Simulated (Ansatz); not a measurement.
## Sn in Ansatz: convergence with k mesh

The system is Sn.

```
Sn
1.0
    -1.89465    1.89465    1.89465
     1.89465   -1.89465    1.89465
     1.89465    1.89465   -1.89465
Sn
1
Direct
  0.00000 0.00000 0.00000
```

This isn't the form of Sn at room conditions, which is tetragonal (white tin).

| Property | Result |
| --- | --- |
| Program | Ansatz 0.2.0 |
| Task | convergence study |
| Functional | PBEsol |
| Potentials or basis | Ansatz PAW |
| Cutoff | 420 eV (not typed: the program's choice for these potentials) |
| k mesh | 3 × 3 × 3 |
| Occupations | gaussian, width 0.05 eV |
| Spin | no spin polarisation |

These are the settings of the first run; the series varies k mesh, with any setting tied to it.

Hardware: 2 threads of Arm Neoverse V2 (shared host).

| k mesh | energy less the tightest run, at zero smearing (meV/atom) | pressure (GPa) | SCF cycles | CPU time (s) | peak memory (GiB) |
| --- | --- | --- | --- | --- | --- |
| 3 × 3 × 3 | -29.23 | -4.01 | 6 | 0.36 | 0.24 |
| 4 × 4 × 4 | 117.88 | -2.06 | 6 | 0.41 | 0.25 |
| 5 × 5 × 5 | 239.82 | 1.40 | 6 | 0.43 | 0.25 |
| 6 × 6 × 6 | -28.29 | -2.10 | 7 | 0.52 | 0.25 |
| 7 × 7 × 7 | -26.53 | -1.80 | 6 | 0.54 | 0.25 |
| 9 × 9 × 9 | -9.59 | -2.45 | 6 | 0.72 | 0.26 |
| 11 × 11 × 11 | 3.44 | -1.64 | 6 | 0.95 | 0.27 |
| 14 × 14 × 14 | -9.16 | -2.03 | 7 | 1.6 | 0.29 |
| 16 × 16 × 16 | 0.00 | -1.74 | 7 | 2.1 | 0.31 |

Not settled before the last step: the energy (to 1 meV/atom), the pressure (to 0.1 GPa). Meshes of other sizes hit other points, so gaps and Fermi surfaces needn't settle smoothly. The tightest run that finished is the yardstick and may itself not be fully converged.

Caveat, for the tightest run too: the PAW data sets come from PBE, with cores solved anew for the run's functional, which leaves a small shift of forces and pressure.
